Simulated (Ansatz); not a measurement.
The system is HfN.

```xyz
2
Lattice="0.0000 2.2560 2.2560 2.2560 0.0000 2.2560 2.2560 2.2560 0.0000" Properties=species:S:1:pos:R:3 pbc="T T T"
Hf    0.0000    0.0000    0.0000
N     2.2560    2.2560    2.2560
```

Program: Ansatz 0.2.0. Alike in all runs: task band structure; potentials or basis all-electron LAPW, scalar-relativistic; no spin polarisation; cell as given; k mesh 10 × 10 × 10; smearing fermi-dirac 0.05 eV; basis error allowed 0.001 eV/atom.

Order these runs on this cell by their pressure, lowest first.
A. level BLYP; cutoff (eV) 344
B. level LDA; cutoff (eV) 343
C. level PBEsol; cutoff (eV) 343
D. level PBE; cutoff (eV) 344
E. level RPBE; cutoff (eV) 343

B (-8.2 GPa), C (-1.9 GPa), D (6.7 GPa), E (11.3 GPa), A (15.5 GPa).
